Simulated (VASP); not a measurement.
# Ti16Si31 (a cell with a defect) in VASP: relaxation of the atoms with PBE

Aim: the relaxation of the atoms of Ti16Si31 (a cell with a defect) with PBE.

Everything below comes from runs of VASP 6.6.1. Logs are shortened: lines on timing, memory, paths and dates and some standing lists are left out, and cuts for length are marked.

## Step 1: The structure

The cell holds a defect, 47 atoms: a = 9.546 Å, b = 8.236 Å, c = 8.523 Å, α = 90.00°, β = 90.00°, γ = 90.00°.

## Step 2: Relaxation of the atoms, PBE

Contents of INCAR:

```
PREC     = Accurate       # precision mode
ENCUT    = 520            # plane-wave cutoff, eV
EDIFF    = 1E-6           # SCF threshold, eV
ISMEAR   = 1              # smearing method
SIGMA    = 0.1            # smearing width, eV
LREAL    = False          # projectors in reciprocal space
LASPH    = True           # aspherical terms in the spheres
NELM     = 100            # most SCF steps
ALGO     = Normal         # electronic algorithm
ISIF     = 2              # what is computed and relaxed
LWAVE    = False          # write WAVECAR
LCHARG   = False          # write CHGCAR
GGA      = PE             # functional
IBRION   = 2              # ionic algorithm
NSW      = 60             # ionic steps
EDIFFG   = -0.02          # ionic threshold
```

Contents of KPOINTS:

```
Automatic mesh
0
Gamma
  3 3 3
```

Contents of POSCAR:

```
Ti16Si31
1.0
    9.5460000000      0.0000000000      0.0000000000
    0.0000000000      8.2360000000      0.0000000000
    0.0000000000      0.0000000000      8.5230000000
Ti Si
16 31
Direct
    0.8750000000      0.7500000000      0.7500000000
    0.1250000000      0.2500000000      0.7500000000
    0.1250000000      0.7500000000      0.2500000000
    0.3750000000      0.7500000000      0.7500000000
    0.6250000000      0.2500000000      0.7500000000
    0.6250000000      0.7500000000      0.2500000000
    0.8750000000      0.2500000000      0.2500000000
    0.3750000000      0.2500000000      0.2500000000
    0.7500000000      0.5000000000      0.5000000000
    0.0000000000      0.0000000000      0.5000000000
    0.0000000000      0.5000000000      0.0000000000
    0.2500000000      0.5000000000      0.5000000000
    0.5000000000      0.0000000000      0.5000000000
    0.5000000000      0.5000000000      0.0000000000
    0.7500000000      0.0000000000      0.0000000000
    0.2500000000      0.0000000000      0.0000000000
    0.8750000000      0.5830000000      0.2500000000
    0.8750000000      0.0830000000      0.7500000000
    0.1250000000      0.0830000000      0.2500000000
    0.3750000000      0.5830000000      0.2500000000
    0.3750000000      0.0830000000      0.7500000000
    0.6250000000      0.5830000000      0.7500000000
    0.1250000000      0.5830000000      0.7500000000
    0.6250000000      0.4170000000      0.2500000000
    0.8750000000      0.9170000000      0.2500000000
    0.8750000000      0.4170000000      0.7500000000
    0.1250000000      0.4170000000      0.2500000000
    0.3750000000      0.9170000000      0.2500000000
    0.3750000000      0.4170000000      0.7500000000
    0.6250000000      0.9170000000      0.7500000000
    0.1250000000      0.9170000000      0.7500000000
    0.7500000000      0.1670000000      0.5000000000
    0.0000000000      0.6670000000      0.5000000000
    0.0000000000      0.1670000000      0.0000000000
    0.2500000000      0.1670000000      0.5000000000
    0.5000000000      0.6670000000      0.5000000000
    0.5000000000      0.1670000000      0.0000000000
    0.7500000000      0.6670000000      0.0000000000
    0.2500000000      0.6670000000      0.0000000000
    0.7500000000      0.8330000000      0.5000000000
    0.0000000000      0.3330000000      0.5000000000
    0.0000000000      0.8330000000      1.0000000000
    0.2500000000      0.8330000000      0.5000000000
    0.5000000000      0.3330000000      0.5000000000
    0.5000000000      0.8330000000      0.0000000000
    0.7500000000      0.3330000000      0.0000000000
    0.2500000000      0.3330000000      0.0000000000
```

Potentials or basis: VASP PAW PBE potentials, release 64 (Ti_sv, Si).

Launch:

```console
> cat potpaw_PBE.64/Ti_sv/POTCAR potpaw_PBE.64/Si/POTCAR > POTCAR
> mpirun -np 8 vasp_std > vasp.out
```

OUTCAR:

```text
PREC = Accurate
   ENCUT = 520
   EDIFF = 1E-6
   ISMEAR = 1
   LREAL = False
   LASPH = True
   NELM = 100
   ISIF = 2
   GGA = PE
   IBRION = 2
   NSW = 60
   EDIFFG = -0.02

 ion  position               nearest neighbor table
   1  0.875  0.750  0.750-  33 2.54  38 2.54  40 2.54  42 2.54  18 2.74  26 2.74  23 2.75  22 2.75
                            30 2.75  31 2.75
   2  0.125  0.250  0.750-  34 2.54  35 2.54  41 2.54  47 2.54  23 2.74  31 2.74  18 2.75  26 2.75
                            29 2.75  21 2.75
   3  0.125  0.750  0.250-  33 2.54  39 2.54  42 2.54  43 2.54  19 2.74  27 2.74  20 2.75  25 2.75
                            17 2.75  28 2.75
   4  0.375  0.750  0.750-  36 2.54  39 2.54  43 2.54  45 2.54  21 2.74  29 2.74  23 2.75  22 2.75
                            30 2.75  31 2.75
   5  0.625  0.250  0.750-  32 2.54  37 2.54  44 2.54  46 2.54  22 2.74  30 2.74  18 2.75  26 2.75
                            29 2.75  21 2.75
   6  0.625  0.750  0.250-  36 2.54  38 2.54  40 2.54  45 2.54  24 2.74  20 2.75  17 2.75  25 2.75
                            28 2.75
   7  0.875  0.250  0.250-  32 2.54  34 2.54  41 2.54  46 2.54  17 2.74  25 2.74  19 2.75  27 2.75
                            24 2.75
   8  0.375  0.250  0.250-  35 2.54  37 2.54  44 2.54  47 2.54  20 2.74  28 2.74  27 2.75  19 2.75
                            24 2.75
   9  0.750  0.500  0.500-  17 2.54  22 2.54  24 2.54  26 2.54  32 2.74  40 2.74  36 2.75  33 2.75
[... 63 lines left out ...]
  41  0.000  0.333  0.500-   2 2.54   7 2.54  26 2.54  27 2.54  10 2.74  32 2.75  35 2.75  33 2.75
                            12 2.75   9 2.75
  42  0.000  0.833  0.000-   1 2.54   3 2.54  25 2.54  31 2.54  11 2.74  38 2.75  39 2.75  34 2.75
                            16 2.75  15 2.75
  43  0.250  0.833  0.500-   3 2.54   4 2.54  28 2.54  31 2.54  12 2.74  33 2.75  36 2.75  35 2.75
                            13 2.75  10 2.75
  44  0.500  0.333  0.500-   5 2.54   8 2.54  24 2.54  29 2.54  13 2.74  32 2.75  35 2.75  36 2.75
                             9 2.75  12 2.75
  45  0.500  0.833  0.000-   4 2.54   6 2.54  28 2.54  30 2.54  14 2.74  38 2.75  39 2.75  37 2.75
                            16 2.75  15 2.75
  46  0.750  0.333  0.000-   5 2.54   7 2.54  24 2.54  26 2.54  15 2.74  34 2.75  37 2.75  38 2.75
                            11 2.75  14 2.75
  47  0.250  0.333  0.000-   2 2.54   8 2.54  27 2.54  29 2.54  16 2.74  34 2.75  37 2.75  39 2.75
                            11 2.75  14 2.75

  LATTYP: Found a simple orthorhombic cell.
 ALAT       =     8.2360000000
 B/A-ratio  =     1.0348470131
 C/A-ratio  =     1.1590577950

  Lattice vectors:

 A1 = (   0.0000000000,   8.2360000000,   0.0000000000)
 A2 = (   0.0000000000,   0.0000000000,   8.5230000000)
 A3 = (   9.5460000000,   0.0000000000,   0.0000000000)

Analysis of symmetry for initial positions (statically):
=====================================================================
 Subroutine PRICEL returns:
 Original cell was already a primitive cell.

 Routine SETGRP: Setting up the symmetry group for a
 simple orthorhombic supercell.

[... 228 lines left out ...]
 Methfessel and Paxton  Order N= 1 SIGMA  =   0.10
  energy-cutoff  :      520.00
  volume of cell :      670.09
 maximum number of plane-waves:     18068
   NGX = 35   NGY = 31   NGZ = 31

--------------------------------------- Ionic step        1  -------------------------------------------

 number of electron     316.0000003 magnetization

 Free energy of the ion-electron system (eV)
  ---------------------------------------------------
  ext. energy  EPLUGINS =         0.00000000
  ---------------------------------------------------
  free energy    TOTEN  =      -317.45312547 eV

  energy without entropy =     -317.44488904  energy(sigma->0) =     -317.45037999

------------------------ aborting loop because EDIFF is reached ----------------------------------------

  FORCE on cell =-STRESS in cart. coord.  units (eV):
  Direction    XX          YY          ZZ          XY          YZ          ZX
  --------------------------------------------------------------------------------------
  -------------------------------------------------------------------------------------
  Total       11.1252794      4.1499871     10.2293431      0.0000000      0.0000000      1.0578410
  in kB       26.6005890      9.9226362     24.4584017      0.0000000      0.0000000      2.5293021
  external PRESSURE =      20.3272090 kB  Pullay stress =       0.0000000 kB
[... 224 lines left out ...]
  FREE ENERGIE OF THE ION-ELECTRON SYSTEM (eV)
  ---------------------------------------------------
  free  energy   TOTEN  =      -317.6462042210 eV

  energy  without entropy=     -317.6405677798  energy(sigma->0) =     -317.64432541

[... ionic steps 4 to 9 ...]

--------------------------------------- Ionic step       10  -------------------------------------------

 number of electron     315.9999987 magnetization

------------------------ aborting loop because EDIFF is reached ----------------------------------------
[... 157 lines left out ...]
--------------------------------------- Ionic step       12  -------------------------------------------

 number of electron     315.9999986 magnetization

 Free energy of the ion-electron system (eV)
  ---------------------------------------------------
  ext. energy  EPLUGINS =         0.00000000
  ---------------------------------------------------
  free energy    TOTEN  =      -317.67850965 eV

  energy without entropy =     -317.67092176  energy(sigma->0) =     -317.67598035

 E-fermi :   9.8973     XC(G=0): -11.6366

 val. band max:        9.8964918070   @ k =   0.0000   0.3333   0.3333
 cond. band min:       9.9164960454   @ k =  -0.3333   0.0000   0.3333
 fundamental gap:      0.0200042384
 Fermi energy:         9.8973437460

 k-point     1 :       0.0000    0.0000    0.0000
  band No.  band energies     occupation
      1     -46.4984      2.00000
      2     -46.4980      2.00000
      3     -46.4064      2.00000
      4     -46.4042      2.00000
      5     -46.4036      2.00000
      6     -46.4018      2.00000
[... 1719 lines left out ...]
    169      10.9766     -0.00000
    170      10.9922     -0.00000
 [bands above 170 left out]

------------------------ aborting loop because EDIFF is reached ----------------------------------------

  FORCE on cell =-STRESS in cart. coord.  units (eV):
  Direction    XX          YY          ZZ          XY          YZ          ZX
  --------------------------------------------------------------------------------------
  -------------------------------------------------------------------------------------
  Total       11.1114252      3.2248062     10.6597010      0.0000000      0.0000000      1.0961095
  in kB       26.5674636      7.7105250     25.4873891      0.0000000      0.0000000      2.6208024
  external PRESSURE =      19.9217926 kB  Pullay stress =       0.0000000 kB
[... 62 lines left out ...]
  FREE ENERGIE OF THE ION-ELECTRON SYSTEM (eV)
  ---------------------------------------------------
  free  energy   TOTEN  =      -317.6785096474 eV

  energy  without entropy=     -317.6709217634  energy(sigma->0) =     -317.67598035

 reached required accuracy - stopping structural energy minimisation
```

Run time: 37 min. Hardware: 8 MPI ranks of AMD EPYC 9R45 (Zen 5), shared host; peak memory 0.31 GiB.

What came out:

| Quantity | Value |
| --- | --- |
| Free energy | -317.6785 eV |
| Energy gained by relaxing | 4.8 meV/atom |
| Ionic steps | 12 |
| Pressure after relaxing | 2.0 GPa |
| Largest force after relaxing | 0.013 eV/Å |
| Band gap on the k mesh | none (metal or under the smearing width) |

Forces on the atoms (eV/Å):
```
Ti   0.003 -0.004 -0.006
Ti   0.000  0.003  0.000
Ti   0.000  0.007  0.000
Ti  -0.003 -0.004  0.006
Ti   0.000 -0.001  0.000
Ti   0.000 -0.004  0.000
Ti  -0.001  0.000 -0.007
Ti   0.001  0.000  0.007
Ti  -0.003  0.000  0.004
Ti   0.001  0.000  0.003
Ti   0.002  0.002  0.004
Ti  -0.002  0.002 -0.004
Ti  -0.002 -0.007  0.004
Ti   0.003  0.000 -0.004
Ti   0.002 -0.007 -0.004
Ti  -0.001  0.000 -0.003
Si   0.001  0.002 -0.005
Si  -0.001  0.003 -0.002
Si   0.000  0.003  0.000
Si  -0.001  0.002  0.005
Si   0.001  0.003  0.002
Si   0.000  0.000  0.000
Si   0.000  0.008  0.000
Si   0.000 -0.012  0.000
Si   0.002 -0.007 -0.002
Si   0.001 -0.003 -0.004
Si   0.000 -0.003  0.000
Si  -0.002 -0.007  0.002
Si  -0.001 -0.003  0.004
Si   0.000 -0.003  0.000
Si   0.000  0.010  0.000
Si  -0.001 -0.001  0.004
Si  -0.003 -0.002  0.002
Si   0.000 -0.003 -0.001
Si   0.000 -0.003  0.001
Si   0.002  0.000 -0.001
Si   0.001 -0.001 -0.004
Si  -0.002  0.000  0.001
Si   0.003 -0.002 -0.002
Si  -0.006  0.001  0.005
Si   0.000 -0.001 -0.006
Si   0.001  0.004  0.006
Si  -0.001  0.004 -0.006
Si  -0.003  0.012  0.004
Si   0.006  0.001 -0.005
Si   0.003  0.012 -0.004
Si   0.000 -0.001  0.006
```

The path:
```tsv
step	energy change (eV)	largest force (eV/Å)	pressure (GPa)
1	0.0000	0.5309	2.03
2	-0.1198	0.3855	1.97
3	-0.1931	0.2750	1.96
4	-0.2142	0.1474	1.98
5	-0.2149	0.1204	1.98
6	-0.2204	0.0893	1.99
7	-0.2210	0.0807	1.99
8	-0.2231	0.0670	2.00
9	-0.2238	0.0548	2.00
10	-0.2249	0.0342	1.99
11	-0.2251	0.0233	1.99
12	-0.2254	0.0126	1.99
```

Final structure:
```
CELL_PARAMETERS angstrom
9.54600 0.00000 0.00000
0.00000 8.23600 0.00000
0.00000 0.00000 8.52300
ATOMIC_POSITIONS crystal
Ti 0.87407 0.75049 0.74905
Ti 0.12500 0.24985 0.75000
Ti 0.12500 0.75211 0.25000
Ti 0.37593 0.75049 0.75095
Ti 0.62500 0.25212 0.75000
Ti 0.62500 0.74670 0.25000
Ti 0.87681 0.24902 0.25030
Ti 0.37319 0.24902 0.24970
Ti 0.74986 0.49926 0.49940
Ti 0.00082 0.99966 0.50074
Ti 0.99997 0.49974 0.00031
Ti 0.25003 0.49974 0.49969
Ti 0.50266 0.00407 0.49750
Ti 0.50014 0.49926 0.00060
Ti 0.74734 0.00407 0.00250
Ti 0.24918 0.99966 0.99926
Si 0.87366 0.58611 0.24971
Si 0.87322 0.08863 0.74979
Si 0.12500 0.08643 0.25000
Si 0.37634 0.58611 0.25029
Si 0.37678 0.08863 0.75021
Si 0.62500 0.58810 0.75000
Si 0.12500 0.58667 0.75000
Si 0.62500 0.39965 0.25000
Si 0.86842 0.91812 0.25232
Si 0.87467 0.41399 0.75073
Si 0.12500 0.41516 0.25000
Si 0.38158 0.91812 0.24768
Si 0.37533 0.41399 0.74927
Si 0.62500 0.91318 0.75000
Si 0.12500 0.91261 0.75000
Si 0.74929 0.16085 0.50039
Si 0.00008 0.66386 0.49926
Si 0.99993 0.16344 0.99983
Si 0.25007 0.16344 0.50017
Si 0.50025 0.66232 0.49990
Si 0.50071 0.16085 0.99961
Si 0.74975 0.66232 0.00010
Si 0.24992 0.66386 0.00074
Si 0.74803 0.84054 0.49781
Si 0.99946 0.33679 0.50059
Si 0.99752 0.83666 0.00111
Si 0.25248 0.83666 0.49889
Si 0.50194 0.33367 0.49716
Si 0.50197 0.84054 0.00219
Si 0.74806 0.33367 0.00284
Si 0.25054 0.33679 0.99941
```
